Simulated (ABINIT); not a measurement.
GaSb:

```xyz
2
Lattice="-2.7534 2.7534 1.5907 2.7534 -2.7534 1.5907 2.7534 2.7534 -1.5907" Properties=species:S:1:pos:R:3 pbc="T T T"
Sb    0.0000    0.0000    0.0000
Ga    0.0000    2.7534    0.7954
```

Measurements of this composition are mostly on another form, of space group No. 216.

Base run:

```yaml
Program: ABINIT 10.8.3 (patched build)
Functional: r2SCAN
Potentials_or_basis: JTH PAW PBE v2.0
Cutoff: 544 eV
k_mesh: 10 × 10 × 10
Occupations: fermi-dirac, width 0.05 eV
Spin: no spin polarisation
```

Its results: band gap on the k mesh none (metal or under the smearing width); pressure -1.5 GPa.

Q: The run is repeated on the same cell with these changes: functional from r2SCAN to LDA. What comes out?

A: Band gap on the k mesh none (metal or under the smearing width); pressure -4.3 GPa.

Caveats: the PAW data sets were made with another functional, which shifts forces and pressure a little; spin-orbit coupling is left out, which moves the levels of the heavy elements.
